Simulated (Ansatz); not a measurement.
Does relaxation matter for the field gradients of Cs2SnI6?

Start: a structure deposited in the COD (the entry's cell lengths or inner coordinates differ somewhat from later room-temperature determinations), taken as it stands.

Space group Fm-3m (No. 225); a = 11.6300 Å.

| site | Wyckoff | site symmetry | x | y | z |
| --- | --- | --- | --- | --- | --- |
| Cs | 8c | -43m | 0.2500 | 0.2500 | 0.2500 |
| Sn | 4a | m-3m | 0.0000 | 0.0000 | 0.0000 |
| I | 24e | 4m.m | 0.2450 | 0.5000 | 0.5000 |

One atom of each set is listed; the run and its k-mesh use a cell of 9 atoms with edges of 8.22, 8.22, 8.22 Å.

All values are calculated (Ansatz; DFT, PBE, plane waves and PAW, scalar-relativistic, 420 eV cutoff, Γ-centred 5×5×5 k-points, Fermi–Dirac smearing 0.02 eV), not measured.

The largest force at the start is 0.31 eV/Å. Relaxing the ions at fixed cell moves them by 0.044 Å at most (atom 4, I) and 0.036 Å rms. End positions:

Cs (0.2500, 0.2500, 0.2500)
Sn (0.0000, 0.0000, 0.0000)
I (0.2488, 0.5000, 0.5000)

```csv
site,moved (Å),first shell before,first shell after,V_zz before (10²¹ V/m²),η before
I,0.044,1 Sn at 2.85 Å,1 Sn at 2.89 Å,56.6,0.00
```

Question: What are V_zz and η after the relaxation?

Answer: 

```tsv
site	V_zz after	η after	change of V_zz
I	57.4	0.00	+0.87
```

The largest change of V_zz is on I, from 56.6 to 57.4. In per cent, |V_zz| changes by +2 on I (all sites that start above 2). Sites without a gradient aren't listed. The electronic state changes along with the positions (the gap closes), so the changes aren't those of geometry alone.

Without spin–orbit coupling the gradients at and beside I can be off by some per cent, at some sites by more.
Before: With a gap of 0.2 eV on this mesh, the gradients can still move by some per cent as the k-mesh gets denser.
After: The run finds no gap above 0.1 eV (a metal, or nearly one), so the gradients can move by 10 % or more with the k-mesh. Semilocal functionals make gaps too small and can close them, so the real compound need not be a metal.
